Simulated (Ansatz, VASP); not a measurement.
One calculation of Sn, two programs

```xyz
2
Lattice="2.6202 -1.8439 0.0000 2.6202 1.8439 0.0000 0.0000 0.0000 5.2456" Properties=species:S:1:pos:R:3 pbc="T T T"
Sn    2.6202   -0.9213    1.3114
Sn    2.6202    0.9213    3.9342
```

Alike in both runs: task single point; functional PBE; k mesh 6 × 6 × 4; occupations gaussian, width 0.1 eV; no spin polarisation.

```csv
,VASP,Ansatz
version,VASP 6.6.1,Ansatz 0.2.0
potentials or method,"VASP PAW PBE potentials, release 64 (Sn_d)","scalar-relativistic, plane waves, PAW"
plane-wave cutoff (eV),520,420
valence electrons in the cell,28,28
```

Ansatz gave:

- gap on the k mesh at the Fermi level (eV): none
- pressure (GPa): 5.0
- largest component of the traceless stress (GPa): 3.00

Q: What did VASP give for the same quantities?

A: gap on the k mesh at the Fermi level (eV): none; pressure (GPa): 4.9; largest component of the traceless stress (GPa): 2.99.

A gap of «none» marks a metal or a gap that the smearing closes. The functional is the same, so the differences come from potentials, cutoffs and numerics.
